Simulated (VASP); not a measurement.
# C (Fd-3m) in VASP: notebook

Aim: see how the results for C move with the level of theory and the settings. Levels: RPBE, rev-vdW-DF2, r2SCAN+rVV10. Tasks: relaxation of cell and atoms.

Everything below comes from runs of VASP 6.6.1. Logs are shortened: lines on timing, memory, paths and dates and some standing lists are left out, and cuts for length are marked.

## Step 1: The crystal as given

It takes space group Fd-3m (No. 227, cubic). The conventional cell has a = 3.567 Å, b = 3.567 Å, c = 3.567 Å, α = 90.00°, β = 90.00°, γ = 90.00°. Around C (site symmetry -43m) lie 4 C at 1.54 Å.

This isn't the form of C at room conditions, which is graphite.

## Step 2: Relaxation of cell and atoms, RPBE

INCAR reads:

```
SYSTEM = C
PREC     = Accurate       ! precision mode
ENCUT    = 600            ! plane-wave cutoff, eV
EDIFF    = 1E-6           ! SCF threshold, eV
ISMEAR   = 0              ! smearing method
SIGMA    = 0.03           ! smearing width, eV
LREAL    = .FALSE.        ! projectors in reciprocal space
LASPH    = .TRUE.         ! aspherical terms in the spheres
NELM     = 80             ! most SCF steps
ALGO     = Normal         ! electronic algorithm
ISIF     = 3              ! what is computed and relaxed
LWAVE    = .FALSE.        ! write WAVECAR
LCHARG   = .FALSE.        ! write CHGCAR
GGA      = RP             ! functional
IBRION   = 2              ! ionic algorithm
NSW      = 90             ! ionic steps
EDIFFG   = -0.01          ! ionic threshold
```

KPOINTS reads:

```
regular mesh
0
G
  14 14 14
  0 0 0
```

POSCAR reads:

```
C
1.0
    0.0000000000      1.7833700000      1.7833700000
    1.7833700000      0.0000000000      1.7833700000
    1.7833700000      1.7833700000      0.0000000000
C
2
Direct
    0.0000000000      0.0000000000      0.0000000000
    0.2500000000      0.2500000000      0.2500000000
```

Potentials or basis: VASP PAW PBE potentials, release 64 (C).

The run is started by

```bash
cat potpaw_PBE.64/C/POTCAR > POTCAR
mpirun -np 1 vasp_std > vasp.out
```

OUTCAR:

```text
SYSTEM = C
   PREC = Accurate
   ENCUT = 600
   EDIFF = 1E-6
   ISMEAR = 0
   LREAL = .FALSE.
   LASPH = .TRUE.
   NELM = 80
   ISIF = 3
   GGA = RP
   IBRION = 2
   NSW = 90
   EDIFFG = -0.01

 ion  position               nearest neighbor table
   1  0.000  0.000  0.000-   2 1.54   2 1.54   2 1.54   2 1.54
   2  0.250  0.250  0.250-   1 1.54   1 1.54   1 1.54   1 1.54

  LATTYP: Found a face centered cubic cell.
 ALAT       =     3.5667400000

  Lattice vectors:

 A1 = (   0.0000000000,   1.7833700000,   1.7833700000)
 A2 = (   1.7833700000,   0.0000000000,   1.7833700000)
 A3 = (   1.7833700000,   1.7833700000,   0.0000000000)

Analysis of symmetry for initial positions (statically):
=====================================================================
 Subroutine PRICEL returns:
 Original cell was already a primitive cell.

 Routine SETGRP: Setting up the symmetry group for a
 face centered cubic supercell.

 Subroutine GETGRP returns: Found 48 space group operations
 (whereof 24 operations were pure point group operations)
 out of a pool of 48 trial point group operations.

The static configuration has the point symmetry T_d .
 The point group associated with its full space group is O_h .

Analysis of symmetry for dynamics (positions and initial velocities):
=====================================================================
 Subroutine PRICEL returns:
 Original cell was already a primitive cell.

 Routine SETGRP: Setting up the symmetry group for a
 face centered cubic supercell.

 Subroutine GETGRP returns: Found 48 space group operations
 (whereof 24 operations were pure point group operations)
 out of a pool of 48 trial point group operations.

The dynamic configuration has the point symmetry T_d .
 The point group associated with its full space group is O_h .

 Subroutine INISYM returns: Found 48 space group operations
 (whereof 24 operations are pure point group operations),
 and found     1 'primitive' translations

----------------------------------------------------------------------------------------

                                     Primitive cell

  volume of cell :      11.3437

  direct lattice vectors                    reciprocal lattice vectors
     0.000000000  1.783370000  1.783370000    -0.280368067  0.280368067  0.280368067
     1.783370000  0.000000000  1.783370000     0.280368067 -0.280368067  0.280368067
     1.783370000  1.783370000  0.000000000     0.280368067  0.280368067 -0.280368067

  length of vectors
     2.522066041  2.522066041  2.522066041     0.485611737  0.485611737  0.485611737

  position of ions in fractional coordinates (direct lattice)
     0.000000000  0.000000000  0.000000000
     0.250000000  0.250000000  0.250000000

  ion indices of the primitive-cell ions
   primitive index   ion index
                 1           1
                 2           2

----------------------------------------------------------------------------------------

 KPOINTS: regular mesh

Automatic generation of k-mesh.
 Grid dimensions read from file:
 generate k-points for:   14   14   14

 Generating k-lattice:

  Cartesian coordinates                     Fractional coordinates (reciprocal lattice)
    -0.020026291  0.020026291  0.020026291     0.071428571  0.000000000  0.000000000
     0.020026291 -0.020026291  0.020026291     0.000000000  0.071428571  0.000000000
     0.020026291  0.020026291 -0.020026291     0.000000000  0.000000000  0.071428571

  Length of vectors
     0.034686553  0.034686553  0.034686553

  Shift w.r.t. Gamma in fractional coordinates (k-lattice)
     0.000000000  0.000000000  0.000000000

 Subroutine IBZKPT returns following result:
 ===========================================

 Found    104 irreducible k-points:

 Following reciprocal coordinates:
            Coordinates               Weight
  0.000000  0.000000  0.000000      1.000000
  0.071429  0.000000  0.000000      8.000000
  0.142857  0.000000  0.000000      8.000000
  0.214286  0.000000  0.000000      8.000000
  0.285714  0.000000  0.000000      8.000000
  0.357143  0.000000  0.000000      8.000000
[... 16 lines left out ...]
  0.214286  0.142857  0.000000     24.000000
  0.285714  0.142857  0.000000     24.000000
 [... further k-points ...]
   k-points           NKPTS =    104   k-points in BZ     NKDIM =    104   number of bands    NBANDS=      8
   number of dos      NEDOS =    301   number of ions     NIONS =      2
   total plane-waves  NPLWV =   8000
   dimension x,y,z NGX =    20 NGY =   20 NGZ =   20
   dimension x,y,z NGXF=    40 NGYF=   40 NGZF=   40
   ions per type =               2
   NGX,Y,Z   is equivalent  to a cutoff of  13.18, 13.18, 13.18 a.u.
   NGXF,Y,Z  is equivalent  to a cutoff of  26.37, 26.37, 26.37 a.u.
 SYSTEM =  C
   PREC   = accura    normal or accurate (medium, high low for compatibility)
   ISTART =      0    job   : 0-new  1-cont  2-samecut
   ICHARG =      2    charge: 1-file 2-atom 10-const
   ISPIN  =      1    spin polarized calculation?
   LNONCOLLINEAR =      F non collinear calculations
   LSORBIT =      F    spin-orbit coupling
   LASPH  =      T    aspherical Exc in radial PAW
   ENCUT  =  600.0 eV  44.10 Ry    6.64 a.u.   5.04  5.04  5.04*2*pi/ulx,y,z
   NELM   =     80;   NELMIN=  2; NELMDL= -5     # of ELM steps
   EDIFF  = 0.1E-05   stopping-criterion for ELM
   LREAL  =      F    real-space projection
   EDIFFG = -.1E-01   stopping-criterion for IOM
   NSW    =     90    number of steps for IOM
   IBRION =      2    ionic relax: 0-MD 1-quasi-New 2-CG
   NFREE  =      1    steps in history (QN), initial steepest desc. (CG)
   ISIF   =      3    stress and relaxation
   ISYM   =      2    0-nonsym 1-usesym 2-fastsym
   POTIM  = 0.5000    time-step for ionic-motion
   TEBEG  =    0.0;   TEEND  =   0.0 temperature during run
   PSTRESS=    0.0 pullay stress
   NELECT =       8.0000    total number of electrons
   NUPDOWN=      -1.0000    fix difference up-down
   EMIN   =  10.00;   EMAX   =-10.00  energy-range for DOS
   EFERMI =   0.00;   METHOD = LEGACY
   ISMEAR =     0;   SIGMA  =   0.03  broadening in eV -4-tet -1-fermi 0-gaus
   EFERMI_NEDOS =   21; number of points for ismear=-14 and -15
   IALGO  =     38    algorithm
   IMIX   =      4    mixing-type and parameters
     AMIX     =   0.40;   BMIX     =  1.00
     AMIX_MAG =   1.60;   BMIX_MAG =  1.00
  volume/ion in A,a.u.               =       5.67        38.28
  Fermi-wavevector in a.u.,A,eV,Ry     =   1.457203  2.753714 28.891161  2.123440
  Thomas-Fermi vector in A             =   2.574032
   LORBIT       =      0    0 simple, 1 ext, 2 COOP (PROOUT), +10 PAW based schemes
   GGA     = RP    functional components
   LHFCALC =     F    Hartree Fock is set to
   AEXX    =    0.0000 exact exchange contribution
   IVDW    =     0    specifies the selected vdW correction
   LEPSILON=     F    determine dielectric tensor
   LRPA    =     F    only Hartree local field effects (RPA)
 conjugate gradient relaxation of ions
 non-spin polarized calculation
 Gauss-broadening in eV      SIGMA  =   0.03
  energy-cutoff  :      600.00
  volume of cell :       11.34
 maximum number of plane-waves:       388
   NGX =  9   NGY =  9   NGZ =  9

--------------------------------------- Ionic step        1  -------------------------------------------

 number of electron       7.9999999 magnetization

 Free energy of the ion-electron system (eV)
  ---------------------------------------------------
  ext. energy  EPLUGINS =         0.00000000
  ---------------------------------------------------
  free energy    TOTEN  =       -17.23455055 eV

  energy without entropy =      -17.23455055  energy(sigma->0) =      -17.23455055

 E-fermi :  10.0610     XC(G=0): -13.1666

 val. band max:        9.8492884950   @ k =   0.0000   0.0000   0.0000
 cond. band min:      13.9732827048   @ k =   0.3571   0.3571   0.0000
 fundamental gap:      4.1239942098
 Fermi energy:        10.0609514019

 k-point     1 :       0.0000    0.0000    0.0000
  band No.  band energies     occupation
      1     -11.7048      2.00000
      2       9.8493      2.00000
      3       9.8493      2.00000
      4       9.8493      2.00000
      5      15.4429      0.00000
      6      15.4429      0.00000
      7      15.4429      0.00000
      8      23.1232      0.00000

 k-point     2 :       0.0714    0.0000    0.0000
  band No.  band energies     occupation
      1     -11.5636      2.00000
      2       8.9083      2.00000
      3       9.6049      2.00000
      4       9.6049      2.00000
      5      15.7627      0.00000
      6      15.7627      0.00000
      7      16.0018      0.00000
      8      23.2526      0.00000
[... 300 lines left out ...]
 POSITION                                       TOTAL-FORCE (eV/Angst)
 -----------------------------------------------------------------------------------
      3.61393      1.80697      1.80697        -0.000000     -0.000000     -0.000000
      0.90348      0.90348      0.90348         0.000000      0.000000      0.000000
 -----------------------------------------------------------------------------------
    total drift:                                0.000000      0.000000      0.000000

  FREE ENERGIE OF THE ION-ELECTRON SYSTEM (eV)
  ---------------------------------------------------
  free  energy   TOTEN  =       -17.2325224372 eV

  energy  without entropy=      -17.2325224372  energy(sigma->0) =      -17.23252244

--------------------------------------- Ionic step        3  -------------------------------------------

 number of electron       8.0000000 magnetization

 Free energy of the ion-electron system (eV)
  ---------------------------------------------------
  ext. energy  EPLUGINS =         0.00000000
  ---------------------------------------------------
  free energy    TOTEN  =       -17.23942362 eV

  energy without entropy =      -17.23942362  energy(sigma->0) =      -17.23942362

 E-fermi :   9.7575     XC(G=0): -13.0739

 val. band max:        9.5911973150   @ k =   0.0000   0.0000   0.0000
 cond. band min:      13.6779020996   @ k =   0.3571   0.3571   0.0000
 fundamental gap:      4.0867047846
 Fermi energy:         9.7574876164

 k-point     1 :       0.0000    0.0000    0.0000
  band No.  band energies     occupation
      1     -11.7221      2.00000
      2       9.5912      2.00000
      3       9.5912      2.00000
      4       9.5912      2.00000
      5      15.1357      0.00000
      6      15.1357      0.00000
      7      15.1357      0.00000
      8      22.4558      0.00000

 k-point     2 :       0.0714    0.0000    0.0000
  band No.  band energies     occupation
      1     -11.5826      2.00000
      2       8.6637      2.00000
      3       9.3518      2.00000
      4       9.3518      2.00000
      5      15.4491      0.00000
      6      15.4491      0.00000
      7      15.6784      0.00000
      8      22.5949      0.00000
[... 264 lines left out ...]
 POSITION                                       TOTAL-FORCE (eV/Angst)
 -----------------------------------------------------------------------------------
      0.00000      0.00000      0.00000         0.000000      0.000000      0.000000
      0.89704      0.89704      0.89704        -0.000000     -0.000000     -0.000000
 -----------------------------------------------------------------------------------
    total drift:                                0.000000      0.000000      0.000000

  FREE ENERGIE OF THE ION-ELECTRON SYSTEM (eV)
  ---------------------------------------------------
  free  energy   TOTEN  =       -17.2394236234 eV

  energy  without entropy=      -17.2394236234  energy(sigma->0) =      -17.23942362

 reached required accuracy - stopping structural energy minimisation
```

Wall time 10 s (1 thread of Intel Xeon Platinum 8488C (Sapphire Rapids), shared host); peak memory 0.12 GiB.

Results:

- Free energy: -17.2394 eV
- Relaxed volume: 5.77 Å³/atom
- Relaxed cell: a = 2.537 Å, b = 2.537 Å, c = 2.537 Å, α = 60.00°, β = 60.00°, γ = 60.00°
- Space group after relaxing (to 0.05 Å): Fd-3m (No. 227)
- Energy gained by relaxing: 2.4 meV/atom
- Ionic steps: 3
- Pressure after relaxing: 0.0 GPa
- Band gap on the k mesh: 4.09 eV, indirect (least direct gap 5.54 eV)

Step by step:
```tsv
step	energy change (eV)	largest force (eV/Å)	pressure (GPa)	volume (Å³)
1	0.0000	0.0000	7.75	11.34
2	0.0020	0.0000	-8.64	11.80
3	-0.0049	0.0000	-0.02	11.55
```

Final structure:
```
C
1.0
     0.00000    1.79408    1.79408
     1.79408    0.00000    1.79408
     1.79408    1.79408    0.00000
C
2
Cartesian
  0.0000 0.0000 0.0000
  0.8970 0.8970 0.8970
```

Levels at points of the mesh, in eV from the valence-band top:
```csv
k point,band 1,band 2,band 3,band 4,band 5,band 6,band 7,band 8
"(0.00, 0.00, 0.00)",-21.31,0.00,0.00,0.00,5.54,5.54,5.54,12.86
"(0.50, 0.00, 0.00)",-15.66,-13.20,-2.76,-2.76,8.40,8.40,8.55,15.64
"(0.50, 0.50, 0.00)",-12.71,-12.71,-6.21,-6.21,4.72,4.72,16.62,16.62
```

Caveat: the PAW data sets were made with another functional, which shifts forces and pressure a little. RPBE and its kin give volumes clearly too large for solids.

## Step 3: Relaxation of cell and atoms, RPBE

This run uses another cell than the first one, of 5.77 Å³/atom, 1.018 times its volume.

Edit INCAR of step 2 so:

```diff
@@ -3,3 +3,3 @@
 ENCUT    = 600            ! plane-wave cutoff, eV
-EDIFF    = 1E-6           ! SCF threshold, eV
+EDIFF    = 1E-7           ! SCF threshold, eV
 ISMEAR   = 0              ! smearing method
@@ -16,2 +16,2 @@
 NSW      = 90             ! ionic steps
-EDIFFG   = -0.01          ! ionic threshold
+EDIFFG   = -0.005         ! ionic threshold
```

KPOINTS is that of step 2.

POSCAR reads:

```
C                                       
1.0
    0.0000000000      1.7940792463      1.7940792463
    1.7940792463     -0.0000000000      1.7940792463
    1.7940792463      1.7940792463     -0.0000000000
  C             
     2
Direct
     0.0000000000000000    0.0000000000000000    0.0000000000000000
     0.2500000000000000    0.2500000000000000    0.2500000000000000
```

Potentials or basis: VASP PAW PBE potentials, release 64 (C).

The run is started by

```bash
cat potpaw_PBE.64/C/POTCAR > POTCAR
mpirun -np 1 vasp_std > vasp.out
```

Wall time 6.3 s (1 thread of Intel Xeon Platinum 8488C (Sapphire Rapids), shared host); peak memory 0.11 GiB.

Results (log left out):

```
Free energy             : -17.2403 eV
Pressure after relaxing : -0.1 GPa
Band gap on the k mesh  : 4.09 eV, indirect (least direct gap 5.55 eV)
```

Final structure:
```yaml
crystal:
  lattice:
    - [0.00000, 1.79408, 1.79408]
    - [1.79408, 0.00000, 1.79408]
    - [1.79408, 1.79408, 0.00000]
  atoms:
    - { symbol: C, position: [0.00000, 0.00000, 0.00000] }
    - { symbol: C, position: [0.25000, 0.25000, 0.25000] }
```

Levels at points of the mesh, in eV from the valence-band top:
```csv
k point,band 1,band 2,band 3,band 4,band 5,band 6,band 7,band 8
"(0.00, 0.00, 0.00)",-21.31,0.00,0.00,0.00,5.55,5.55,5.55,12.86
"(0.50, 0.00, 0.00)",-15.66,-13.20,-2.76,-2.76,8.40,8.40,8.55,15.64
"(0.50, 0.50, 0.00)",-12.71,-12.71,-6.21,-6.21,4.72,4.72,16.62,16.62
```

Caveat: the relaxation stopped at its first step, so nothing moved; the PAW data sets were made with another functional, which shifts forces and pressure a little.

[end of part 1 of 2]
